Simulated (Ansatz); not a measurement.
LaAlO3 (cubic perovskite)

```
CELL_PARAMETERS angstrom
      3.81241     0.00000     0.00000
      0.00000     3.81241     0.00000
      0.00000     0.00000     3.81241
ATOMIC_POSITIONS crystal
  La 0.00000 0.00000 0.00000
  Al 0.50000 0.50000 0.50000
  O  0.00000 0.50000 0.50000
  O  0.50000 0.50000 0.00000
  O  0.50000 0.00000 0.50000
```

This relaxed cell (volume V₀) is scaled evenly in all directions, its shape held. Symmetry pins the atoms to their sites.

Level of theory: PBE (plane waves to 420 eV, PAW, scalar-relativistic; Ansatz, an electronic-structure program). k mesh 9×9×9 (Γ-centred), Fermi-Dirac smearing 0.05 eV. Energies are smeared free energies. Stress and pressure are positive under compression. LaAlO3 is run without spin polarisation. LaAlO3 was relaxed with its symmetry unable to fall. This is a high-temperature form of LaAlO3. ΔE is measured from the relaxed starting cell.

```json
[
 {"V (Å³/atom)": "10.417", "ΔE (meV/atom)": "26.6"},
 {"V (Å³/atom)": "10.528", "ΔE (meV/atom)": "18.2"},
 {"V (Å³/atom)": "10.639", "ΔE (meV/atom)": "11.4"},
 {"V (Å³/atom)": "10.750", "ΔE (meV/atom)": "6.3"},
 {"V (Å³/atom)": "10.861", "ΔE (meV/atom)": "2.8"},
 {"V (Å³/atom)": "10.971", "ΔE (meV/atom)": "0.7"},
 {"V (Å³/atom)": "11.082", "ΔE (meV/atom)": "0.0"},
 {"V (Å³/atom)": "11.193", "ΔE (meV/atom)": "0.6"},
 {"V (Å³/atom)": "11.304", "ΔE (meV/atom)": "2.5"},
 {"V (Å³/atom)": "11.415", "ΔE (meV/atom)": "5.7"},
 {"V (Å³/atom)": "11.526", "ΔE (meV/atom)": "9.9"},
 {"V (Å³/atom)": "11.636", "ΔE (meV/atom)": "withheld"},
 {"V (Å³/atom)": "11.747", "ΔE (meV/atom)": "21.5"}
]
```

Task: Fit a third-order Birch-Murnaghan form (E₀, V₀, B₀, B₀′ free) to the given rows and predict ΔE at V = 11.636.

Result: Least squares on the 12 given rows: ΔE = E₀ + (9V₀B₀/16)·y²·[2 + (B₀′ − 4)y], y = (V₀/V)^(2/3) − 1, with V₀ = 11.083 Å³/atom, B₀ = 191.6 GPa (160.2 GPa = 1 eV/Å³; the term in eV is multiplied by 1000), B₀′ = 4.10, E₀ = 0.00 meV/atom; root-mean-square residual 0.04 meV/atom. At 11.636 the fit gives 15.2 meV/atom; the calculation gives 15.2 meV/atom, the same to the digits shown. For the pressure the fit gives -8.4 GPa against the computed -8.4 GPa.

(A scan under strain: stresses follow from slopes of the energy per volume, elastic moduli from its curvatures.)
